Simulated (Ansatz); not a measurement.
All-electron LAPW in Ansatz 0.2.0 under PBE, scalar-relativistic, energies extrapolated to zero smearing. Slabs are 1×1 cells cut from bulk crystals relaxed on PAW files, with atoms then relaxed, 16 to 20 Å of vacuum, a dipole correction, k spacings of 0.16 to 0.26 Å⁻¹ and smearing of 0.02 to 0.1 eV, without spin–orbit coupling or spin polarisation. The bulk type named needn't be the stable one, and no reconstruction is allowed.

| slab | area (Å²) | γ (J/m²) | Φ (eV) | Δd12 (%) |
| --- | --- | --- | --- | --- |
| bcc Zr (100), 5 layers | 12.80 | ? | 3.25 | -4.9 |
| hcp Zr (0001), 6 layers | 9.04 | 1.61 | 4.17 | -6.0 |
| hcp Zr (0001), 1 layer | 9.04 | 1.91 | 3.96 | – |
| hcp Zr (10-10), 4 layers | 16.72 | 1.66 | 4.19 | -68.4 |
| hcp Zr (0001), 3 layers | 9.04 | 1.61 | 4.21 | -3.7 |
| hcp Zr (10-10), 6 layers | 16.72 | ? | 3.75 | -6.1 |

(1) What belongs in the row "hcp Zr (10-10), 6 layers", column "γ (J/m²)"?

(2) Give the missing entry: row "bcc Zr (100), 5 layers", column "γ (J/m²)".

## Answers

(1) 1.65.

(2) 1.44.
